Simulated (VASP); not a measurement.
Set up this calculation in VASP 6.6.1, as an ASE script.

| Property | Result |
| --- | --- |
| Task | density of states |
| Functional | TPSS |
| Dispersion | D4 |
| Potentials or basis | VASP PAW PBE potentials, release 64 (Na) |
| Cutoff | 500 eV |
| k mesh | 8 × 8 × 5 |
| Occupations | methfessel-paxton, width 0.1 eV |
| Spin | no spin polarisation |
| Further INCAR settings | ALGO = Normal; EDIFF = 1.00e-06 |

The structure of Na lies in Na.cif:

```cif
data_Na
_cell_length_a 3.81657147
_cell_length_b 3.81657147
_cell_length_c 6.23498297
_cell_angle_alpha 90.00000000
_cell_angle_beta 90.00000000
_cell_angle_gamma 120.00000000
_space_group_name_H-M_alt 'P1'
_space_group_name_Hall 'P 1'
_space_group_IT_number 1
loop_
_space_group_symop_operation_xyz
'x,y,z'
loop_
_atom_site_label
_atom_site_type_symbol
_atom_site_symmetry_multiplicity
_atom_site_Wyckoff_symbol
_atom_site_fract_x
_atom_site_fract_y
_atom_site_fract_z
_atom_site_occupancy
Na1 Na 1 a 0.6666666667 0.3333333333 0.7500000000 1
Na2 Na 1 a 0.3333333333 0.6666666667 0.2500000000 1
```

This isn't the form of Na at room conditions, which is bcc.

The cell isn't the ideal one: volume scaled by 1.04.

The input as run:

run.py

```python
from ase.calculators.vasp import Vasp
from ase.dft.dos import DOS
from ase.io import read

atoms = read('Na.cif')
calc = Vasp(
    directory='calc',
    xc='tpss',
    pp='PBE',
    setups='minimal',
    prec='Accurate',
    encut=500,
    ediff=1e-06,
    ismear=1,
    sigma=0.1,
    lreal=False,
    lasph=True,
    nelm=60,
    algo='Normal',
    isif=2,
    lwave=False,
    lcharg=False,
    lmixtau=True,
    ivdw=13,
    lorbit=10,
    kpts=[8, 8, 5],
    gamma=True,
)
atoms.calc = calc

print('energy (eV):', atoms.get_potential_energy())
print('free energy (eV):', atoms.get_potential_energy(force_consistent=True))
print('forces (eV/A):')
print(atoms.get_forces())
print('stress (eV/A^3, Voigt):', atoms.get_stress())
print('Fermi level (eV):', calc.get_fermi_level())
dos = DOS(calc, width=0.1, window=(-10, 10), npts=301)
print('E - E_F (eV), DOS (1/eV)')
for e, g in zip(dos.get_energies(), dos.get_dos()):
    print(f'{e:8.3f} {g:10.4f}')
```

Potentials or basis: VASP PAW PBE potentials, release 64 (Na).

Launch:

```sh
$ python run.py
```

Results of the run:

| Property | Result |
| --- | --- |
| Pressure | -0.3 GPa |
| Band gap on the k mesh | none (metal or under the smearing width) |
| Valence electrons inside the program's atomic spheres | Na 0.12 |
| Dispersion energy per atom | -0.017 eV |

Caveat: the PAW data sets were made with another functional, which shifts forces and pressure a little; pairwise dispersion overbinds metals, which lowers pressure and volume.

Wall time 44 s on 1 thread of Intel(R) Xeon(R) 6975P-C (Granite Rapids) (shared host), peak memory 0.17 GiB.
